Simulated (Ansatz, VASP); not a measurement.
# Ge in VASP and in Ansatz

Contents of INCAR:

```
SYSTEM = Ge
  AGGAC = 1.0
  AGGAX = 1.0
  ALDAC = 0.0
  ALDAX = 1.0
  ALGO = Normal
  EDIFF = 1E-7
  ENCUT = 520
  GGA = B5
  ISIF = 2
  ISMEAR = -1
  LASPH = .True.
  LCHARG = .False.
  LREAL = .False.
  LWAVE = .False.
  NBANDS = 21
  NELM = 100
  PREC = Accurate
  SIGMA = 0.05
```

Contents of KPOINTS:

```
k-points
0
Gamma
  5 5 5
  0 0 0
```

File POSCAR:

```
Ge
1.0
    0.0000000000      2.8289100000      2.8289100000
    2.8289100000      0.0000000000      2.8289100000
    2.8289100000      2.8289100000      0.0000000000
Ge
2
Direct
    0.7500000000      0.7500000000      0.7500000000
    0.5000000000      0.5000000000      0.5000000000
```

Contents of input.yaml:

```yaml
crystal:
  lattice:
    - [0.0, 2.82891, 2.82891]
    - [2.82891, 0.0, 2.82891]
    - [2.82891, 2.82891, 0.0]
  atoms:
    - { symbol: Ge, position: [0.75, 0.75, 0.75] }
    - { symbol: Ge, position: [0.5, 0.5, 0.5] }
hamiltonian:
  xc: blyp
  pseudopotentials: { kind: paw }
kpoints:
  mp_grid: { grid: [5, 5, 5] }
  band_path:
    path:
      - [[0.0, 0.0, 0.0], [0.5, 0.0, 0.5], [0.5, 0.25, 0.75], [0.375, 0.375, 0.75], [0.0, 0.0, 0.0], [0.5, 0.5, 0.5], [0.625, 0.25, 0.625], [0.5, 0.25, 0.75], [0.5, 0.5, 0.5], [0.375, 0.375, 0.75]]
      - [[0.625, 0.25, 0.625], [0.5, 0.0, 0.5]]
    npoints: 14
scf:
  occupations: { method: fermi_dirac, width: 0.05 }
  n_extra_bands: 6
output:
  forces: true
  stress: true
  eigenvalues: true
  fatbands: false
```

Alike in both runs: functional BLYP; k mesh 5 × 5 × 5; occupations fermi-dirac, width 0.05 eV; no spin polarisation.

```csv
,VASP,Ansatz
version,VASP 6.6.1,Ansatz 0.2.0
potentials or method,"VASP PAW PBE potentials, release 64 (Ge_d)",Ansatz PAW
plane-wave cutoff (eV),520,420
valence electrons in the cell,28,28
task,single point,band structure
```

VASP gave:

| Quantity | Value |
| --- | --- |
| gap on the k mesh at the Fermi level (eV) | none |
| pressure (GPa) | 7.8 |

Task: Estimate Ansatz's values.

Result: gap on the k mesh at the Fermi level (eV): none; pressure (GPa): 7.6.

A gap of «none» marks a metal or a gap that the smearing closes.

Caveats: the k mesh is coarse (spacing up to 0.38 Å⁻¹), so the values aren't converged; the PAW data sets were made with another functional, which shifts forces and pressure a little (VASP); this crystal is a semiconductor, whose small gap the functional closes, so the metal is an error of the method (VASP); the PAW data sets come from PBE, with cores solved anew for the run's functional, which leaves a small shift of forces and pressure (Ansatz).
